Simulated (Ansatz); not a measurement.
# CaF₂: electrons, doping and thermopower

Plane-wave DFT in Ansatz, PBEsol, scalar-relativistic PAW potentials, cutoff 420 eV, no spin-orbit coupling; no spin polarisation. CaF₂ in space group Fm-3m. Boltzmann transport at 300 K in rigid bands with one relaxation time, bands interpolated from the k mesh 8×8×8; values are means over x, y, z.

```csv
electrons (cm⁻³),size of S (μV/K),σ/τ (Ω⁻¹ m⁻¹ s⁻¹)
10^18,416.8,5.05e+16
10^19,?,5.03e+17
10^20,74.8,4.9e+18
10^21,17.3,4.17e+19
```

Take the lowest doping as non-degenerate: get the effective density of states and the masses, and predict the missing S.

For parabolic bands and one τ, |S| = (k_B/e)(5/2 − η) with k_B/e = 86.17 μV/K and n = N e^η. The first row gives η = -2.34, N = 1.03×10¹⁹ cm⁻³ and, from N = 2.509×10¹⁹ cm⁻³ × m_d^(3/2), a density-of-states mass of 0.55 mₑ (all valleys and bands together). σ/τ = ne²/m_c gives a conductivity mass of 0.56 mₑ, close to m_d, as for one nearly isotropic valley. A decade of doping costs (k_B/e) ln 10 = 198.4 μV/K, which predicts 218 μV/K; the run gave 225.0. There η would be 0.0, where Fermi statistics set in and S falls more slowly. At 10^21 cm⁻³ the rule would give -178 μV/K against 17.3: the gas is degenerate there. Scattering that depends on energy changes the 5/2, and whether such doping can be reached wasn't computed.

Cost: about 4.1 core-minutes for the runs cited, on Arm Neoverse V1 (shared hosts).

The thermopower falls at every step in doping because the Fermi level climbs from below the band edge into the conduction band. In the dilute gas each electron carries a large entropy. Once the gas is degenerate, only the states within a thermal window around the Fermi level contribute, and their contributions above and below it largely cancel. σ/τ rises almost in proportion to the electron count but lags at 10^21 cm⁻³, which suggests that the band flattens away from its minimum, so that the added electrons are heavier.

The near equality of the two masses fits the single minimum at Γ known for CaF₂, with its largely s-like character. The mass is nevertheless not very small, probably because the wide gap of an ionic fluoride weakens the coupling to the F 2p valence states that would otherwise lighten the electron. These are masses of a rigid lattice: in so polar a crystal, coupling to the longitudinal optical phonons should make the real carriers heavier, and the calculation doesn't show whether they remain band-like.
